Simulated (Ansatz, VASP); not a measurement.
## Be in VASP and in Ansatz

```
CELL_PARAMETERS angstrom
2.14704 0.00000 0.00000
-1.07352 1.85939 0.00000
0.00000 0.00000 3.38829
ATOMIC_POSITIONS crystal
Be 0.33333 0.66667 0.75000
Be 0.66667 0.33333 0.25000
```

Alike in both runs: task single point; functional PBE; k mesh 9 × 9 × 6; no spin polarisation.

```csv
,VASP,Ansatz
version,VASP 6.6.1,Ansatz 0.2.0
potentials or method,"VASP PAW PBE potentials, release 64 (Be)","scalar-relativistic, plane waves, PAW"
plane-wave cutoff (eV),520,463
occupations,tetrahedron,tetrahedron-uncorrected
valence electrons in the cell,4,4
```

Ansatz gave:

| Property | Result |
| --- | --- |
| gap on the k mesh at the Fermi level (eV) | none |
| pressure (GPa) | 25.1 |
| largest component of the traceless stress (GPa) | 2.79 |

Q: Estimate VASP's values.

A: gap on the k mesh at the Fermi level (eV): none; pressure (GPa): 25.4; largest component of the traceless stress (GPa): 2.78.

A gap of «none» marks a metal or a gap that the smearing closes. Ansatz warned: «band_table_not_solved_further».

Caveats: the k mesh is coarse (spacing up to 0.38 Å⁻¹), so the values aren't converged; so large a pressure means that the cell lies far from this level's equilibrium, or that cutoff or potentials fall short (VASP).
